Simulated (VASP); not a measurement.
# B (Fm-3m) in VASP: single point with PBEsol

Aim: the single point of B with PBEsol.

All numbers are computed with VASP 6.6.1; they aren't measurements. Logs are shortened: lines on timing, memory, paths and dates and some standing lists are left out, and cuts for length are marked.

## Step 1: The crystal as given

The structure is cubic, space group Fm-3m (No. 225). Conventional cell: a = 2.858 Å, b = 2.858 Å, c = 2.858 Å, α = 90.00°, β = 90.00°, γ = 90.00°. Around B (site symmetry m-3m) lie 12 B at 2.02 Å.

The cell was built by a generator and needn't be a form met in nature.

## Step 2: Single point, PBEsol

The input, INCAR:

```
SYSTEM = B
ALGO     = Normal         ! electronic algorithm
EDIFF    = 1E-7           ! SCF threshold, eV
ENCUT    = 520            ! plane-wave cutoff, eV
GGA      = PS             ! functional
ISIF     = 2              ! what is computed and relaxed
ISMEAR   = -1             ! smearing method
LASPH    = .True.         ! aspherical terms in the spheres
LCHARG   = .False.        ! write CHGCAR
LREAL    = .False.        ! projectors in reciprocal space
LWAVE    = .False.        ! write WAVECAR
NBANDS   = 8              ! bands
NELM     = 100            ! most SCF steps
PREC     = Accurate       ! precision mode
SIGMA    = 0.13605693000000002 ! smearing width, eV
```

The input, KPOINTS:

```
k-points
0
Gamma
  18 18 18
  0 0 0
```

The input, POSCAR:

```
B
1.0
    0.0000000000      1.4289874979      1.4289874979
    1.4289874979      0.0000000000      1.4289874979
    1.4289874979      1.4289874979      0.0000000000
B
1
Direct
    0.0000000000      0.0000000000      0.0000000000
```

Potentials or basis: VASP PAW PBE potentials, release 64 (B).

Run with:

```bash
$ cat potpaw_PBE.64/B/POTCAR > POTCAR
$ mpirun -np 1 vasp_std > vasp.out
```

OUTCAR:

```text
SYSTEM = B
   EDIFF = 1E-7
   ENCUT = 520
   GGA = PS
   ISIF = 2
   ISMEAR = -1
   LASPH = .True.
   LREAL = .False.
   NELM = 100
   PREC = Accurate

 ion  position               nearest neighbor table
   1  0.000  0.000  0.000-

  LATTYP: Found a face centered cubic cell.
 ALAT       =     2.8579749958

  Lattice vectors:

 A1 = (   0.0000000000,   1.4289874979,   1.4289874979)
 A2 = (   1.4289874979,   0.0000000000,   1.4289874979)
 A3 = (   1.4289874979,   1.4289874979,   0.0000000000)

Analysis of symmetry for initial positions (statically):
=====================================================================
 Subroutine PRICEL returns:
 Original cell was already a primitive cell.

 Routine SETGRP: Setting up the symmetry group for a
 face centered cubic supercell.

 Subroutine GETGRP returns: Found 48 space group operations
 (whereof 48 operations were pure point group operations)
 out of a pool of 48 trial point group operations.

The static configuration has the point symmetry O_h .

Analysis of symmetry for dynamics (positions and initial velocities):
=====================================================================
 Subroutine PRICEL returns:
 Original cell was already a primitive cell.

 Routine SETGRP: Setting up the symmetry group for a
 face centered cubic supercell.

 Subroutine GETGRP returns: Found 48 space group operations
 (whereof 48 operations were pure point group operations)
 out of a pool of 48 trial point group operations.

The dynamic configuration has the point symmetry O_h .

 Subroutine INISYM returns: Found 48 space group operations
 (whereof 48 operations are pure point group operations),
 and found     1 'primitive' translations

----------------------------------------------------------------------------------------

                                     Primitive cell

  volume of cell :       5.8360

  direct lattice vectors                    reciprocal lattice vectors
     0.000000000  1.428987498  1.428987498    -0.349898093  0.349898093  0.349898093
     1.428987498  0.000000000  1.428987498     0.349898093 -0.349898093  0.349898093
     1.428987498  1.428987498  0.000000000     0.349898093  0.349898093 -0.349898093

  length of vectors
     2.020893500  2.020893500  2.020893500     0.606041274  0.606041274  0.606041274

  position of ions in fractional coordinates (direct lattice)
     0.000000000  0.000000000  0.000000000

  ion indices of the primitive-cell ions
   primitive index   ion index
                 1           1

----------------------------------------------------------------------------------------

 KPOINTS: k-points

Automatic generation of k-mesh.
 Grid dimensions read from file:
 generate k-points for:   18   18   18

 Generating k-lattice:

  Cartesian coordinates                     Fractional coordinates (reciprocal lattice)
    -0.019438783  0.019438783  0.019438783     0.055555556  0.000000000  0.000000000
     0.019438783 -0.019438783  0.019438783     0.000000000  0.055555556  0.000000000
     0.019438783  0.019438783 -0.019438783     0.000000000  0.000000000  0.055555556

  Length of vectors
     0.033668960  0.033668960  0.033668960

  Shift w.r.t. Gamma in fractional coordinates (k-lattice)
     0.000000000  0.000000000  0.000000000

 Subroutine IBZKPT returns following result:
 ===========================================

 Found    195 irreducible k-points:

 Following reciprocal coordinates:
            Coordinates               Weight
  0.000000  0.000000  0.000000      1.000000
  0.055556  0.000000  0.000000      8.000000
  0.111111  0.000000  0.000000      8.000000
  0.166667  0.000000  0.000000      8.000000
  0.222222  0.000000  0.000000      8.000000
  0.277778  0.000000  0.000000      8.000000
[... 16 lines left out ...]
 -0.277778  0.055556  0.000000     24.000000
 -0.222222  0.055556  0.000000     24.000000
 [... further k-points ...]
   k-points           NKPTS =    195   k-points in BZ     NKDIM =    195   number of bands    NBANDS=      8
   number of dos      NEDOS =    301   number of ions     NIONS =      1
   total plane-waves  NPLWV =   4096
   dimension x,y,z NGX =    16 NGY =   16 NGZ =   16
   dimension x,y,z NGXF=    32 NGYF=   32 NGZF=   32
   ions per type =               1
   NGX,Y,Z   is equivalent  to a cutoff of  13.16, 13.16, 13.16 a.u.
   NGXF,Y,Z  is equivalent  to a cutoff of  26.32, 26.32, 26.32 a.u.
 SYSTEM =  B
   PREC   = accura    normal or accurate (medium, high low for compatibility)
   ISTART =      0    job   : 0-new  1-cont  2-samecut
   ICHARG =      2    charge: 1-file 2-atom 10-const
   ISPIN  =      1    spin polarized calculation?
   LNONCOLLINEAR =      F non collinear calculations
   LSORBIT =      F    spin-orbit coupling
   LASPH  =      T    aspherical Exc in radial PAW
   ENCUT  =  520.0 eV  38.22 Ry    6.18 a.u.   3.76  3.76  3.76*2*pi/ulx,y,z
   NELM   =    100;   NELMIN=  2; NELMDL= -5     # of ELM steps
   EDIFF  = 0.1E-06   stopping-criterion for ELM
   LREAL  =      F    real-space projection
   EDIFFG = 0.1E-05   stopping-criterion for IOM
   NSW    =      0    number of steps for IOM
   IBRION =     -1    ionic relax: 0-MD 1-quasi-New 2-CG
   NFREE  =      0    steps in history (QN), initial steepest desc. (CG)
   ISIF   =      2    stress and relaxation
   ISYM   =      2    0-nonsym 1-usesym 2-fastsym
   POTIM  = 0.5000    time-step for ionic-motion
   TEBEG  =    0.0;   TEEND  =   0.0 temperature during run
   PSTRESS=    0.0 pullay stress
   NELECT =       3.0000    total number of electrons
   NUPDOWN=      -1.0000    fix difference up-down
   EMIN   =  10.00;   EMAX   =-10.00  energy-range for DOS
   EFERMI =   0.00;   METHOD = LEGACY
   ISMEAR =    -1;   SIGMA  =   0.14  broadening in eV -4-tet -1-fermi 0-gaus
   EFERMI_NEDOS =   21; number of points for ismear=-14 and -15
   IALGO  =     38    algorithm
   IMIX   =      4    mixing-type and parameters
     AMIX     =   0.40;   BMIX     =  1.00
     AMIX_MAG =   1.60;   BMIX_MAG =  1.00
  volume/ion in A,a.u.               =       5.84        39.38
  Fermi-wavevector in a.u.,A,eV,Ry     =   1.311425  2.478234 23.399786  1.719836
  Thomas-Fermi vector in A             =   2.441887
   LORBIT       =      0    0 simple, 1 ext, 2 COOP (PROOUT), +10 PAW based schemes
   GGA     = PS    functional components
   LHFCALC =     F    Hartree Fock is set to
   AEXX    =    0.0000 exact exchange contribution
   IVDW    =     0    specifies the selected vdW correction
   LEPSILON=     F    determine dielectric tensor
   LRPA    =     F    only Hartree local field effects (RPA)
 non-spin polarized calculation
  energy-cutoff  :      520.00
  volume of cell :        5.84
 maximum number of plane-waves:       169
   NGX =  7   NGY =  7   NGZ =  7

 number of electron       3.0000000 magnetization

 Free energy of the ion-electron system (eV)
  ---------------------------------------------------
  ext. energy  EPLUGINS =         0.00000000
  ---------------------------------------------------
  free energy    TOTEN  =        -5.76161425 eV

  energy without entropy =       -5.74816874  energy(sigma->0) =       -5.75489149

 E-fermi :  10.6766     XC(G=0): -13.0735

 val. band max:       10.6126198926   @ k =  -0.3889   0.4444   0.1111
 cond. band min:      10.6861522048   @ k =  -0.3333   0.5000   0.1667
 fundamental gap:      0.0735323121
 Fermi energy:        10.6765984773

 k-point     1 :       0.0000    0.0000    0.0000
  band No.  band energies     occupation
      1      -8.6332      2.00000
      2      26.7992      0.00000
      3      26.7992      0.00000
      4      26.7992      0.00000
      5      43.3213      0.00000
      6      43.3213      0.00000
      7      43.3213      0.00000
      8      47.0620      0.00000

 k-point     2 :       0.0556    0.0000    0.0000
  band No.  band energies     occupation
      1      -8.4979      2.00000
      2      26.1253      0.00000
      3      26.6583      0.00000
      4      26.6583      0.00000
      5      41.8788      0.00000
      6      43.6342      0.00000
      7      43.6342      0.00000
      8      49.4392      0.00000

 k-point     3 :       0.1111    0.0000    0.0000
  band No.  band energies     occupation
      1      -8.0922      2.00000
      2      24.2113      0.00000
      3      26.2817      0.00000
      4      26.2817      0.00000
      5      40.5205      0.00000
      6      44.4037      0.00000
      7      44.4037      0.00000
      8      51.1938      0.00000

 k-point     4 :       0.1667    0.0000    0.0000
  band No.  band energies     occupation
      1      -7.4167      2.00000
      2      21.4232      0.00000
      3      25.7732      0.00000
      4      25.7732      0.00000
      5      40.1409      0.00000
      6      44.9889      0.00000
      7      44.9889      0.00000
      8      49.1210      0.00000

 k-point     5 :       0.2222    0.0000    0.0000
  band No.  band energies     occupation
      1      -6.4733      2.00000
      2      18.2171      0.00000
      3      25.2366      0.00000
      4      25.2366      0.00000
      5      40.5050      0.00000
      6      44.4914      0.00000
      7      44.4914      0.00000
      8      47.1978      0.00000
[... 177 lines left out ...]
 k-point    22 :      -0.3333    0.0556    0.0000
  band No.  band energies     occupation
      1      -3.1551      2.00000
      2      10.7947      0.59128
      3      23.1135      0.00000
      4      24.6435      0.00000
      5      39.6558      0.00000
      6      41.3815      0.00000
      7      43.1180      0.00000
      8      46.8556      0.00000

 k-point    23 :      -0.2778    0.0556    0.0000
  band No.  band energies     occupation
      1      -4.6875      2.00000
      2      13.9133      0.00000
      3      23.3331      0.00000
      4      25.1961      0.00000
      5      40.6916      0.00000
      6      42.2380      0.00000
      7      42.4320      0.00000
      8      47.8792      0.00000

 k-point    24 :      -0.2222    0.0556    0.0000
  band No.  band energies     occupation
      1      -5.9794      2.00000
      2      17.1784      0.00000
      3      23.7208      0.00000
      4      25.7632      0.00000
      5      40.4148      0.00000
      6      43.1109      0.00000
      7      43.7315      0.00000
      8      48.8691      0.00000

 [... further k-points ...]

------------------------ aborting loop because EDIFF is reached ----------------------------------------

  FORCE on cell =-STRESS in cart. coord.  units (eV):
  Direction    XX          YY          ZZ          XY          YZ          ZX
  --------------------------------------------------------------------------------------
  -------------------------------------------------------------------------------------
  Total       -0.0047005     -0.0047005     -0.0047005     -0.0000000      0.0000000     -0.0000000
  in kB       -1.2904455     -1.2904455     -1.2904455     -0.0000000      0.0000000     -0.0000000
  external PRESSURE =      -1.2904455 kB  Pullay stress =       0.0000000 kB

 VOLUME and BASIS-vectors are now :
 -----------------------------------------------------------------------------
  energy-cutoff  :      520.00
  volume of cell :        5.84
      direct lattice vectors                 reciprocal lattice vectors
     0.000000000  1.428987498  1.428987498    -0.349898093  0.349898093  0.349898093
     1.428987498  0.000000000  1.428987498     0.349898093 -0.349898093  0.349898093
     1.428987498  1.428987498  0.000000000     0.349898093  0.349898093 -0.349898093

 POSITION                                       TOTAL-FORCE (eV/Angst)
 -----------------------------------------------------------------------------------
      0.00000      0.00000      0.00000        -0.000000     -0.000000     -0.000000
 -----------------------------------------------------------------------------------
    total drift:                               -0.000000     -0.000000     -0.000000

  FREE ENERGIE OF THE ION-ELECTRON SYSTEM (eV)
  ---------------------------------------------------
  free  energy   TOTEN  =        -5.7616142460 eV

  energy  without entropy=       -5.7481687429  energy(sigma->0) =       -5.75489149
```

Run time: 2.1 s. Hardware: 1 thread of Intel Xeon 6975P-C (Granite Rapids), shared host; peak memory 0.11 GiB.

Results:

```yaml
Free_energy: -5.7616 eV
Pressure: -0.1 GPa
Band_gap_on_the_k_mesh: none (metal or under the smearing width)
```

Caveat: the PAW data sets were made with another functional, which shifts forces and pressure a little.
